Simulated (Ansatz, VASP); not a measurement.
NaCl: VASP beside Ansatz

Contents of INCAR:

```
SYSTEM = NaCl
PREC = Accurate
ENCUT = 520
EDIFF = 1E-7
ISMEAR = 0
SIGMA = 0.02
LREAL = .False.
LASPH = .True.
NELM = 80
ALGO = Normal
ISIF = 2
LWAVE = .False.
LCHARG = .False.
GGA = PS
NBANDS = 14
```

KPOINTS

```
Automatic mesh
0
Gamma
  6 6 6
  0 0 0
```

Contents of POSCAR:

```
NaCl
1.0
    3.6493520238     -0.0350219000      0.0350219000
   -0.0350219000      3.6493520238     -0.0350219000
    0.0350219000     -0.0350219000      3.6493520238
Na Cl
1 1
Direct
    0.0000000000      0.0000000000      0.0000000000
    0.5000000000      0.5000000000      0.5000000000
```

Input for Ansatz:

```yaml
crystal:
  lattice:
    - [3.6493520238, -0.0350219, 0.0350219]
    - [-0.0350219, 3.6493520238, -0.0350219]
    - [0.0350219, -0.0350219, 3.6493520238]
  atoms:
    - { symbol: Na, position: [0.0, 0.0, 0.0] }
    - { symbol: Cl, position: [0.5, 0.5, 0.5] }
basis:
  ecutwfc: 420
kpoints:
  mp_grid: { grid: [6, 6, 6] }
hamiltonian:
  xc: pbesol
scf:
  occupations: { method: gaussian, width: 0.02 }
output:
  forces: true
  stress: true
  eigenvalues: true
```

Alike in both runs: task single point; functional PBEsol; k mesh 6 × 6 × 6; occupations gaussian, width 0.02 eV; no spin polarisation.

```csv
,VASP,Ansatz
version,VASP 6.6.1,Ansatz 0.2.0
potentials or method,"VASP PAW PBE potentials, release 64 (Na_pv, Cl)","scalar-relativistic, plane waves, PAW"
plane-wave cutoff (eV),520,420
valence electrons in the cell,14,16
```

|  | VASP | Ansatz | Ansatz less VASP |
| --- | --- | --- | --- |
| gap on the k mesh at the Fermi level (eV) | 3.49 | 3.50 | +0.003 |
| least direct gap on the mesh (eV) | 3.85 | 3.85 | +0.002 |
| pressure (GPa) | -3.3 | -3.3 | +0.02 |
| largest component of the traceless stress (GPa) | 0.11 | 0.11 | +0.001 |

The two sets of potentials don't hold the same shells in valence.

Caveats: the PAW data sets were made with another functional, which shifts forces and pressure a little (VASP). A k mesh can miss the band edges.
